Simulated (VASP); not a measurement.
## VASP inputs for SrO (strained database structure)

INCAR

```
NBANDS = 24
PREC = Accurate
METAGGA = R2SCAN
ISIF = 2
ISMEAR = 0
LWAVE = .FALSE.
LASPH = .TRUE.
ALGO = Normal
LCHARG = .FALSE.
SIGMA = 0.01
LREAL = .FALSE.
NELM = 120
ENCUT = 520
NSW = 0
IBRION = -1
EDIFF = 1E-7
```

KPOINTS

```
KPOINTS created by Atomic Simulation Environment
0
Gamma
12 12 4
0 0 0
```

KPOINTS_OPT

```
special points
7
Reciprocal
0.0000000000 0.0000000000 0.0000000000 1
0.5000000000 0.0000000000 0.0000000000 1
0.3333333333 0.3333333333 0.0000000000 1
0.0000000000 0.0000000000 0.5000000000 1
0.5000000000 0.0000000000 0.5000000000 1
0.3333333333 0.3333333333 0.5000000000 1
0.0000000000 0.5000000000 0.0000000000 1
```

POSCAR

```
Sr O
 1.0000000000000000
     3.3452961791594586    0.0000000000000000    0.0000000000000000
    -1.6726480895797293    2.8971114743351096    0.0000000000000000
     0.0000000000000000    0.0000000000000000    5.8550873731999999
 Sr  O
   2   2
Cartesian
 -0.0000000000000001  1.9314076495567403  1.4637718433000002
  1.6726480895797298  0.9657038247783698  4.3913155299000008
  0.0000000000000000  0.0000000000000000  0.0000000000000000
  0.0000000000000000  0.0000000000000000  2.9275436866000004
```

VASP ran with the recommended PBE PAW datasets (32 valence electrons in the cell).

**Question.** What does this run give?

**Answer.** gap between bands v and c 3.49 eV; least direct gap 3.75 eV; pressure 24.6 GPa.

Band v is the last that the valence electrons fill when counted band by band, and c is the next. Levels in eV from the top of v:

| point | v−1 | v | c | c+1 |
| --- | --- | --- | --- | --- |
| Γ | -1.14 | 0.00 | 4.85 | 5.79 |
| M | -0.56 | -0.26 | 3.49 | 6.95 |
| K | -1.49 | -0.88 | 5.53 | 5.53 |
| A | -1.30 | -1.30 | 5.97 | 5.97 |
| L | -1.27 | -1.27 | 5.11 | 5.11 |
| H | -0.54 | -0.54 | 6.01 | 6.01 |
